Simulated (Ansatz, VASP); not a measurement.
# Al31O48 (V_Al) in two plane-wave programs, part 2 of 2

One calculation is typed for both programs; each brings its own data sets. How far apart do they land? The cell is taken from a series of runs on this material, whose earlier steps may have relaxed, scaled, displaced or heated it; both programs get it as it stands.

VASP 6.6.1 and Ansatz 0.2.0.

So far: Set-up; Ansatz: single point, PBEsol.

### 3. VASP: single point, PBEsol

Level of this step: PBEsol, spin-polarised from a ferromagnetic start; plane waves and PAW (Al, O) (VASP).

The same cell, functional, mesh and smearing now go to VASP, with its own data sets.

Lines of VASP's logs that name or quote its potential files are left out, and so is its time.

INCAR

```
SYSTEM = Al31O48
PREC = Accurate
ENCUT = 520
EDIFF = 1E-06
NELM = 200
ISMEAR = -1
SIGMA = 0.01
LREAL = Auto
ALGO = Normal
GGA = PS
NBANDS = 248
ISPIN = 2
MAGMOM = -0 -0 0 -0 -0 0 -0 -0 -0 0 -0 -0 -0 -0 -0 -0 -0 0 -0 -0 -0 -0 -0 -0 -0 -0 -0 0 -0 -0 0 0 0.01 0 0 0.01 0.01 0.01 0.01 0.02 0.22 0.02 0.34 0.22 0.34 0.01 0.02 0.01 0.02 0.02 0 0.01 0.02 0.01 0.05 0.02 0.02 0.23 0.01 0.34 0.01 0.01 0.01 0.02 0.02 0.06 0 0.02 0.05 0.02 0.01 0 0.01 0.02 0.11 0.02 0.02 0.11 0.11
LORBIT = 11
LWAVE = .FALSE.
LCHARG = .FALSE.
ISIF = 2
ISYM = 0
NUPDOWN = 3
LASPH = .TRUE.
GGA_COMPAT = .FALSE.
KPAR = 4
```

POSCAR

```
Al31O48
1.0
    4.7738674274      2.7561936443      8.6765380597
   -4.7738674274      2.7561936443      8.6765380597
    0.0000000000     -5.5123872885      8.6765380597
Al O
31 48
Direct
    0.3273621716      0.3287099979      0.3273813222
    0.0736287740      0.0747862141      0.0735629253
    0.1757105506      0.1769203011      0.1756864468
    0.3241581834      0.3231367093      0.8248205542
    0.4232790321      0.4286743499      0.9268691262
    0.0747123504      0.0756025146      0.5717614974
    0.1708399225      0.1771494348      0.6778439366
    0.3219816925      0.8260532568      0.3240467894
    0.4272975208      0.9279729819      0.4235537668
    0.0743130347      0.5729463927      0.0747560061
    0.1758300095      0.6791770041      0.1706559325
    0.3253938244      0.8246000765      0.8225721032
    0.4262565115      0.9264217122      0.9246066706
    0.0843627106      0.5713002002      0.5662870474
    0.1767001435      0.6778701847      0.6761072443
    0.8249231077      0.3254467220      0.3218226738
    0.9268215577      0.4247139081      0.4273668193
    0.5716479548      0.0759280244      0.0744869649
    0.6781269984      0.1715713238      0.1760519375
    0.8225947533      0.3266892570      0.8233025698
    0.9247230580      0.4274577157      0.9250875056
    0.5664367886      0.0854081870      0.5700557030
    0.6762102952      0.1778626376      0.6765412973
    0.8233785172      0.8236913735      0.3254415499
    0.9251555893      0.9258576049      0.4261938616
    0.5700616274      0.5678988627      0.0840913359
    0.6764917630      0.6774329439      0.1766761642
    0.8248249539      0.8259869489      0.8248113954
    0.9262066227      0.9275370467      0.9262441520
    0.5735977217      0.5748127348      0.5736002263
    0.6763928076      0.6775857532      0.6763607629
    0.2219943631      0.0283152002      0.3739891539
    0.4720176376      0.1256440934      0.2763033522
    0.0270129636      0.3752092181      0.2219922741
    0.3740141984      0.2232361079      0.0270355317
    0.1244291463      0.2775159644      0.4721216838
    0.2760597027      0.4733291424      0.1244031934
    0.2209671329      0.0282868407      0.8749182343
    0.4708947122      0.1260400332      0.7776693260
    0.0269404848      0.3767758126      0.7213037129
    0.3711523603      0.2088874343      0.5296980936
    0.1235558862      0.2788403343      0.9725410861
    0.2604792890      0.4765236101      0.6414981522
    0.2079915888      0.5311891798      0.3706435553
    0.4754107389      0.6427693631      0.2603506016
    0.0269321012      0.8763053352      0.2208053962
    0.3754697088      0.7226669108      0.0268361584
    0.1248549660      0.7789999367      0.4707580897
    0.2776264764      0.9738124763      0.1234991986
    0.2212921241      0.5306641272      0.8759747457
    0.4720366809      0.6259250382      0.7773045998
    0.0277470529      0.8765578787      0.7216180770
    0.3754851634      0.7224635562      0.5262310202
    0.1248363321      0.7799768934      0.9707415416
    0.2771110953      0.9696639730      0.6250748790
    0.7214257370      0.0280214041      0.3755328791
    0.9725516935      0.1247624017      0.2776269027
    0.5298921738      0.3723209146      0.2071103809
    0.8750657335      0.2220823090      0.0269647055
    0.6416005354      0.2616089914      0.4752314948
    0.7777172024      0.4720546210      0.1247626968
    0.7215886816      0.0291506921      0.8753276338
    0.9707478291      0.1261857497      0.7786700696
    0.5262525266      0.3766912636      0.7211851177
    0.8760376294      0.2225950113      0.5293842535
    0.6248840905      0.2785247868      0.9686663328
    0.7771791291      0.4733423200      0.6247726844
    0.7211483741      0.5274196301      0.3755225594
    0.9683565381      0.6262635494      0.2771656283
    0.5293231431      0.8772712787      0.2213753187
    0.8751986171      0.7229213693      0.0278043123
    0.6246736483      0.7784549600      0.4721507369
    0.7785787783      0.9719996588      0.1249399132
    0.7208908995      0.5288469277      0.8760971633
    0.9700986862      0.6269383827      0.7777371129
    0.5277008726      0.8772841247      0.7208035500
    0.8762400163      0.7219816941      0.5275997233
    0.6258212546      0.7790740605      0.9698783946
    0.7778411290      0.9712213213      0.6257441377
```

KPOINTS

```
Points of the shifted mesh
8
Reciprocal
 0.2500000000  0.2500000000  0.2500000000 1
 0.2500000000  0.2500000000  0.7500000000 1
 0.2500000000  0.7500000000  0.2500000000 1
 0.2500000000  0.7500000000  0.7500000000 1
 0.7500000000  0.2500000000  0.2500000000 1
 0.7500000000  0.2500000000  0.7500000000 1
 0.7500000000  0.7500000000  0.2500000000 1
 0.7500000000  0.7500000000  0.7500000000 1
```

Potentials, in the order of the species: Al and O (PBE family, release 64).

The run is started by

```bash
$ mpirun -np 8 vasp_std
```

Numbers of over 12 decimals in the logs are rounded to 6 here.

Log:

```text
[banner, memory and clock lines left out]
running    8 mpi-ranks, on    1 nodes
[...]
|                                                                             |
|           W    W    AA    RRRRR   N    N  II  N    N   GGGG   !!!           |
|           W    W   A  A   R    R  NN   N  II  NN   N  G    G  !!!           |
|           W    W  A    A  R    R  N N  N  II  N N  N  G       !!!           |
|           W WW W  AAAAAA  RRRRR   N  N N  II  N  N N  G  GGG   !            |
|           WW  WW  A    A  R   R   N   NN  II  N   NN  G    G                |
|           W    W  A    A  R    R  N    N  II  N    N   GGGG   !!!           |
|                                                                             |
|     For optimal performance we recommend to set                             |
|       NCORE = 2 up to number-of-cores-per-socket                            |
|     NCORE specifies how many cores store one orbital (NPAR=cpu/NCORE).      |
|     This setting can greatly improve the performance of VASP for DFT.       |
[...]
|                                                                             |
|     You enforced a specific xc type in the INCAR file but a different       |
|     [... a line on the potential file left out ...]
|     I HOPE YOU KNOW WHAT YOU ARE DOING!                                     |
|                                                                             |

 LDA part: xc-table for (Slater+PW92), standard interpolation
 POSCAR, INCAR and KPOINTS ok, starting setup
[...]
entering main loop
       N       E                     dE             d eps       ncg     rms          rms(c)
DAV:   1     0.202567232107E+04    0.20257E+04   -0.20182E+05  7976   0.147E+03
DAV:   2    -0.523833675732E+03   -0.25495E+04   -0.24910E+04  9360   0.322E+02
DAV:   3    -0.665400660781E+03   -0.14157E+03   -0.14059E+03  9640   0.791E+01
DAV:   4    -0.667120306152E+03   -0.17196E+01   -0.17144E+01  9512   0.947E+00
[...]
DAV:  22    -0.612863067713E+03    0.58755E-05   -0.10194E-04 10312   0.123E-02    0.262E-02
DAV:  23    -0.612863067378E+03    0.33537E-06   -0.21426E-05  7960   0.638E-03    0.838E-03
DAV:  24    -0.612863067349E+03    0.28820E-07   -0.24105E-06  4608   0.353E-03
   1 F= -.61286307E+03 E0= -.61285993E+03  d E =-.626881E-02  mag=     3.0000
```

OUTCAR, selected parts (step 3):

```text
  FREE ENERGIE OF THE ION-ELECTRON SYSTEM (eV)
  ---------------------------------------------------
  free  energy   TOTEN  =      -612.8630673488 eV

  energy  without entropy=     -612.8567985357  energy(sigma->0) =     -612.85993294

 magnetization (x)
# of ion       s       p       d       tot
------------------------------------------
    1       -0.002  -0.003   0.000  -0.004
    2       -0.000  -0.000   0.000  -0.000
    3       -0.000   0.000   0.000  -0.000
    4       -0.001  -0.002   0.000  -0.003
    5       -0.000  -0.000   0.000  -0.001
    6       -0.000   0.000   0.000   0.000
    7       -0.001  -0.001   0.000  -0.002
    8       -0.001  -0.002   0.000  -0.003
    9       -0.000  -0.000   0.000  -0.001
   10       -0.000   0.000   0.000   0.000
   11       -0.001  -0.001   0.000  -0.002
   12       -0.000  -0.000   0.000  -0.000
   13       -0.000  -0.000   0.000  -0.001
[...]
--------------------------------------------------
tot          0.019   2.502   0.000   2.521
```

The PAW data sets were made with PBE, which is usual practice but a small mismatch for other functionals.

### 4. Comparison

Known differences besides the potentials themselves: VASP starts from the moments at which Ansatz ended; the cutoff is 420 eV in Ansatz and 520 eV in VASP (PREC = Accurate, projectors in real space); Ansatz makes its cores anew for this functional, VASP keeps those of its PBE data sets; site moments are counted in spheres of each program's own size. Total energies have different zeros and are not compared.

Both answers:

```
                             quantity  Ansatz  VASP  difference
total moment, fixed by the input (μB)    3.00  3.00        0.00
                   moment on O60 (μB)    0.34  0.34        0.00
                   moment on O43 (μB)    0.34  0.34        0.00
                   moment on O45 (μB)    0.34  0.34        0.00
                   moment on O58 (μB)    0.23  0.23        0.00
                   moment on O44 (μB)    0.22  0.22        0.00
                   moment on O41 (μB)    0.22  0.22        0.00
                   moment on O75 (μB)    0.11  0.10        0.00
                   moment on O78 (μB)    0.10  0.10        0.00
```

Forces on 10 of the 79 atoms, those with the largest forces and the largest differences (eV/Å; atoms numbered as in POSCAR):

```
atom          Ansatz x, y, z            VASP x, y, z
 Al5     0.079, 0.056, 0.005     0.088, 0.061, 0.001
 Al6    0.067, -0.069, 0.003    0.073, -0.074, 0.003
Al10  -0.105, -0.018, -0.002  -0.112, -0.020, -0.004
Al11   -0.070, -0.019, 0.061   -0.077, -0.006, 0.056
Al18     0.024, 0.103, 0.006     0.024, 0.110, 0.006
Al19    -0.013, 0.091, 0.057     0.001, 0.092, 0.053
Al23   0.004, -0.043, -0.036   0.009, -0.056, -0.031
Al27    0.044, 0.027, -0.030    0.056, 0.034, -0.026
 O45   -0.007, 0.036, -0.085   -0.004, 0.031, -0.099
 O58     0.065, 0.014, 0.077     0.057, 0.011, 0.075
```

The forces differ by 4.8 meV/Å r.m.s., which is 14.0 % of the r.m.s. force of 0.034 eV/Å (both taken over all components).

### 5. What came out

| Item | Value |
| --- | --- |
| r.m.s. force difference (single point, PBEsol) | 4.8 meV/Å |

In words: The r.m.s. force difference is 4.8 meV/Å (single point, PBEsol), within the 12 meV/Å picked in this series as the mark of a large difference. VASP runs on this material, other cells of it included, that failed, so that no pair exists: single point, PBEsol (timeout). Such differences can come from data sets, numerical settings and the points named under the comparisons, not from the functional's error against experiment.

[Lines on the potential files, build, host, timing and source positions are cut from VASP's logs without a mark.]

[Logs are printed without paths, hosts, clocks, repeated set-up lines and the standing remarks that a program may print on its own settings, such as how far it seeks lower states.]

[Hosts, paths, dates, database ids (printed as entryN), source tags and the programs' standing remarks are cut or masked in the printed files.]
